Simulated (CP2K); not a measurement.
MgO under changes of volume

One of the cells (9.221 Å³/atom); the others are scaled copies at fixed shape and fractional positions:

```xyz
2
Lattice="2.9656 0.0000 0.0000 1.4828 2.5683 0.0000 1.4828 0.8561 2.4214" Properties=species:S:1:pos:R:3 pbc="T T T"
Mg    0.0000    0.0000    0.0000
O     2.9656    1.7122    1.2107
```

The cell is a database's computed one.

| Item | Value |
| --- | --- |
| Program | CP2K 2026.2 |
| Functional | PBEsol |
| Potentials or basis | POTENTIAL_UZH Mg GTH-PBE-q10, O GTH-PBE-q6; TZVP-MOLOPT-PBE-GTH basis |
| Density cutoff | 19048 eV |
| k mesh | 11 × 11 × 11 |
| Occupations | fermi-dirac, width 0.05 eV |
| Spin | no spin polarisation |

| volume (Å³/atom) | energy over the lowest point (meV/atom) | pressure (GPa) | gap on the mesh (eV) |
| --- | --- | --- | --- |
| 8.668 | ? | ? | ? |
| 8.853 | 33.49 | 15.2 | 5.08 |
| 9.037 | 18.52 | 10.9 | 4.87 |
| 9.221 | 8.23 | 7.0 | 4.68 |
| 9.406 | 2.19 | 3.5 | 4.49 |
| 9.590 | 0.00 | 0.3 | 4.31 |
| 9.775 | 1.29 | -2.5 | 4.13 |

**Question.** What does the run at 8.668 Å³/atom give?

**Answer.** Energy over the lowest point 53.63 meV/atom; pressure 19.9 GPa; gap on the mesh 5.30 eV.

Worked out: A Birch-Murnaghan fit of order 3 (a polynomial in V^(-2/3)) to the other rows has its minimum at 9.61 Å³/atom with B0 = V·E''(V) = 155 GPa and B' = 4.3. It gives 53.81 meV/atom at 8.668 Å³/atom, against the run's 53.63, and -dE/dV = 20.0 GPa, against 19.9. A straight line through the other rows of the gap, of slope -9.55 eV per unit of ln V (its deformation potential), extrapolates to 5.27 eV, against the run's 5.30.

Energies are extrapolated to zero smearing.

Caveats: the potentials were made for another functional, which shifts forces and pressure; the basis of atomic orbitals isn't converged, which shifts pressures, moduli and gaps.
